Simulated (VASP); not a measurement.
Here is a VASP 6.6.1 calculation.

File INCAR:

```
SYSTEM = TaN
PREC = Accurate
ENCUT = 520
EDIFF = 1E-6
ISMEAR = 0
SIGMA = 0.1
LREAL = .False.
LASPH = .True.
NELM = 100
ALGO = Fast
ISIF = 2
LWAVE = .False.
LCHARG = .False.
GGA = PS
NBANDS = 33
```

File KPOINTS:

```
Automatic mesh
0
Gamma
  9 9 12
  0 0 0
```

Contents of POSCAR:

```
TaN
1.0
    5.1849992558      0.0000000000      0.0000000000
   -2.5924996279      4.4903410741      0.0000000000
    0.0000000000      0.0000000000      2.9080000000
Ta N
3 3
Direct
    0.0000000000      0.0000000000      0.0000000000
    0.3333333333      0.6666666667      0.5000000000
    0.6666666667      0.3333333333      0.5000000000
    0.5000000000      0.0000000000      0.0000000000
    0.5000000000      0.5000000000      0.0000000000
    0.0000000000      0.5000000000      0.0000000000
```

Potentials or basis: VASP PAW PBE potentials, release 64 (Ta_pv, N).

The run is started by

```console
$ cat potpaw_PBE.64/Ta_pv/POTCAR potpaw_PBE.64/N/POTCAR > POTCAR
$ mpirun -np 1 vasp_std > vasp.out
```

Task: Estimate the pressure.

Result: 2.5 GPa.

Task: Predict the band gap on the k mesh.

Result: None (metal or under the smearing width).

Stress tensor (GPa, compression positive):
```
2.98 0.00 0.00
0.00 2.98 0.00
0.00 0.00 1.57
```

Caveat: the PAW data sets were made with another functional, which shifts forces and pressure a little. Spin-orbit coupling is left out, which matters for the levels of Ta.
